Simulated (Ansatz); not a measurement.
An element in the sc structure gives these cold pressures by all-electron LAPW under PBE (Ansatz 0.2.0, scalar-relativistic, no spin polarisation).

| V (Å³/atom) | P (GPa) |
| --- | --- |
| 39.00 | 0.01 |
| 37.05 | 0.65 |
| 33.15 | 2.52 |
| 29.25 | 5.77 |
| 25.35 | 11.79 |
| 21.45 | 23.6 |
| 17.55 | 48.4 |
| 15.60 | 72.1 |

(1) Which element is it?

## Answers

(1) Yb. Its zero-pressure volume in this structure is near 39.0 Å³/atom; the volume and the steepness of P(V) together point to it, though neighbours can come close. Neighbours weren't tried against these numbers.
